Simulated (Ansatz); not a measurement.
# ZrO₂: levels along high-symmetry lines

```xyz
3
Lattice="0.0000 2.5578 2.5578 2.5578 0.0000 2.5578 2.5578 2.5578 0.0000" Properties=species:S:1:pos:R:3 pbc="T T T"
Zr    0.0000    0.0000    0.0000
O     1.2789    1.2789    1.2789
O     3.8368    3.8368    3.8368
```

Atoms are numbered in the order listed.

The cell was built from the fluorite type and relaxed in the same program, and has space group Fm-3m; it needn't be a known or the stable phase.

Computed with Ansatz 0.2.0, DFT, PBE, all-electron LAPW, scalar-relativistic.

Numerical set-up: a Γ-centred 14×14×14 k mesh, Fermi–Dirac smearing of 0.05 eV, basis error target 1 meV/atom, no spin polarisation.

Points in fractions of the reciprocal vectors of this cell: Γ (0, 0, 0), X (0.5, 0, 0.5), U (0.625, 0.25, 0.625), K (0.375, 0.375, 0.75), L (0.5, 0.5, 0.5), W (0.5, 0.25, 0.75). The path joins them by straight lines in the order Γ–X–U–K–Γ–L–W–X; legs that retrace an earlier one aren't tabulated. Energies are in eV from the top of the valence band.

Problem. List the levels at K between -8 and 6 eV.

Solution. -5.23, -3.57, -3.04, -2.17, -1.20, -0.33, 3.97, 4.67.

Problem. List the levels at W between -8 and 6 eV.

Solution. -4.67, -4.60, -2.35 (×2), -1.36, -0.20, 4.38, 4.51.

Problem. List the levels at X between -8 and 6 eV.

Solution. -5.83, -3.12 (×2), -1.49 (×2), 0.00, 3.75, 4.66, 5.70.

Problem. What is the band gap?

Solution. 3.32 eV, indirect from X (0.5, 0, 0.5) to Γ.

Kohn–Sham gaps of semilocal functionals usually fall short of measured ones.
